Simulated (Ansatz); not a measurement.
Clean, relaxed (110) surface of TiAl, space group P4/mmm (No. 123) (top face towards +c; atoms held fixed, by place in the list: 1, 2, 3, 4):

```
CELL_PARAMETERS angstrom
3.95295 0.00000 0.00000
0.00000 4.03874 0.00000
0.00000 0.00000 22.92943
ATOMIC_POSITIONS crystal
Ti 0.50000 0.00000 0.37070
Al 0.00000 0.50000 0.37070
Ti 0.00000 0.00000 0.45690
Al 0.50000 0.50000 0.45690
Ti 0.50000 0.00000 0.54242
Al 0.00000 0.50000 0.54417
Ti 0.00000 0.00000 0.62574
Al 0.50000 0.50000 0.62844
```

Method: DFT PBEsol, scalar-relativistic, plane waves, PAW (Ansatz 0.2.0). Settings: cutoff 420 eV, Γ-centred mesh 7×7×1 on the computed 8-atom cell, Gaussian smearing of 0.10 eV; no spin polarisation. A dipole correction removes the field between periodic images along c.

Cu (atom) is adsorbed on the top face, one adsorbate per 16.0 Å², and relaxed from 3 starting sites (fractions of a and b). The adsorption energy is E(slab + adsorbate) − E(slab) − E(free adsorbate, spin-polarised where open-shell). Heights count from the highest slab atom after relaxation. Δφ is the top face's. Δp counts per cell along +c. Bonded neighbours lie within 1.25 times the sum of covalent radii (1.35 for H) and, on that scale, within 12 % of the closest. With the adsorbate the cell is lengthened along c to keep the vacuum.

| start | ends at | E_ads (eV) | height (Å) | shortest contact | Δφ (eV) | Δp (e·Å) |
| --- | --- | --- | --- | --- | --- | --- |
| top (Al) at (0.50, 0.50) | (0.50, 0.50), 1 bonded neighbour (Al) | -2.63 | 1.94 | Cu–Al 2.23 Å | -0.52 | +0.041 |
| bridge (Ti-Al) at (0.25, 0.75) | (0.00, 0.50), 2 bonded neighbours (Ti) | -3.70 | 1.52 | Cu–Al 2.49 Å | +0.01 | -0.005 |
| top (Ti) at (0.00, 0.00) | (0.00, 0.00), 1 bonded neighbour (Ti) | -2.28 | 2.02 | Cu–Ti 2.32 Å | -0.05 | -0.002 |

Among the sites tried, the lowest end comes from the bridge (Ti-Al) at (0.25, 0.75) start; other sites may lie lower.

Each end is the local minimum or symmetric point that its start leads to. The slab is only 5.9 Å thick, so the energies aren't converged with thickness.

The adsorbed runs have no spin polarisation, so weakly bound open-shell ends lie too high.